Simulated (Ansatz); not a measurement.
**SnTe: a line through a two-coordinate scan**

One line of a two-coordinate grid on SnTe (Fm-3m, No. 225; 2 atoms in the cell): strain +e along z and -e/2 along x and y is varied, at amplitude of mode 4 (22 cm⁻¹) = 0.000 Å.

Program: Ansatz 0.2.0. Level of theory: DFT LDA, scalar-relativistic, plane waves, PAW. These are calculated values, not measurements.

**1. Starting point**

It takes space group Fm-3m (No. 225, cubic). The conventional cell has a = 6.237 Å, b = 6.237 Å, c = 6.237 Å, α = 90.00°, β = 90.00°, γ = 90.00°. Around Sn (site symmetry m-3m) lie 6 Te at 3.12 Å. Around Te (site symmetry m-3m) lie 6 Sn at 3.12 Å.

As a file:

```cif
data_structure
_symmetry_space_group_name_H-M 'P 1'
_symmetry_Int_Tables_number 1
_cell_length_a 4.4103
_cell_length_b 4.4103
_cell_length_c 4.4103
_cell_angle_alpha 60.000
_cell_angle_beta 60.000
_cell_angle_gamma 60.000
_cell_volume 60.66
loop_
_atom_site_label
_atom_site_type_symbol
_atom_site_fract_x
_atom_site_fract_y
_atom_site_fract_z
_atom_site_occupancy
Sn1 Sn 0.00000 0.00000 0.00000 1
Te1 Te 0.50000 0.50000 0.50000 1
```

It is the result of an earlier relaxation at this level (volume 30.33 Å³/atom; gap on the mesh: 0.20 eV).

**2. The scan**

The energy is mapped over a normal mode and a strain (zone-centre modes of the cell shown) (x along [1 0 0], y along [0 1 0], z along [0 0 1] of the conventional cell).

The axes are (1) amplitude of mode 4 (22 cm⁻¹), largest displacement in the unstrained cell: 7 values from −0.170 Å; (2) strain +e along z and -e/2 along x and y: 7 values from −7.00 %.

Nothing else is relaxed (the pattern is fixed in fractional coordinates). Energies count from the relaxed high-symmetry cell. Points are written as (first, second).

The modes come from a phonon run on the reference cell, made beforehand.

Displacement patterns for an amplitude of 1 (Å):

```
atom      x1     y1     z1
 Sn1   1.000  0.000  0.000
 Te2  -0.930  0.000  0.000
```

**3. Point (0.000 Å, −7.00 %)**

The input, input.yaml:

```yaml
crystal:
  lattice:
    - [0.0, 3.2277083381, 2.9002596661]
    - [3.2277083381, 0.0, 2.9002596661]
    - [3.2277083381, 3.2277083381, 0.0]
  atoms:
    - { symbol: Sn, position: [0.0, 0.0, 0.0] }
    - { symbol: Te, position: [0.5, 0.5, 0.5] }
basis:
  ecutwfc: 420
kpoints:
  mp_grid: { grid: [10, 10, 10] }
hamiltonian:
  xc: lda
  pseudopotentials: { kind: paw }
scf:
  occupations: { method: gaussian, width: 0.03 }
output:
  forces: true
  stress: true
  eigenvalues: true
```

The run is started by

```bash
> ansatz run input.yaml --threads 1 --pin off --max-ram 2048MiB --backend cpu --events-out ev --progress --plain --runs-dir out
```

Further runs follow: the other points of the line.

What does the calculation give? Wanted: for each run, strain +e along z and -e/2 along x and y; energy; slope; pressure.

The runs gave:

| strain +e along z and -e/2 along x and y (%) | step | energy (meV) | slope (meV per %) | pressure (GPa) | band gap on the k-mesh (eV) |
| --- | --- | --- | --- | --- | --- |
| −7.00 | 3 | 233 | −71 | 1.79 | 0.00 |
| −4.67 | 4 | 99 | −45 | 0.81 | 0.20 |
| −2.33 | 5 | 23 | −20 | 0.16 | 0.27 |
| 0.00 | – | 0 | 0 | −0.05 | 0.20 |
| 2.33 | 6 | 21 | 17 | 0.14 | 0.28 |
| 4.67 | 7 | 79 | 32 | 0.65 | 0.00 |
| 7.00 | 8 | 167 | 44 | 1.41 | 0.00 |

Energies count from the relaxed high-symmetry cell. Rows without a step come from runs not printed here or follow by symmetry. Slopes come from the forces (and the stress, where the cell changes), not from differences of energies.

**Reading.** The lowest point of the line is at 0.00 %, 0 meV from the zero. Energies and slopes round the minimum, fitted together, put the minimum at 0.000 %, with a curvature of about 8 meV per %². The well is lopsided: two grid steps out, the energy rises by 99 meV towards smaller values and 79 meV towards larger ones. The highest point computed, at −7.00 %, lies 233 meV above the lowest. The gap on the mesh reads zero on part of the line; semilocal functionals close small gaps early. This is one cut through a surface in two coordinates; it holds the lowest point sampled, which need not be a minimum. The gap on the mesh closes on part of the grid. Spin-orbit coupling is left out, which matters for the bands of Te.
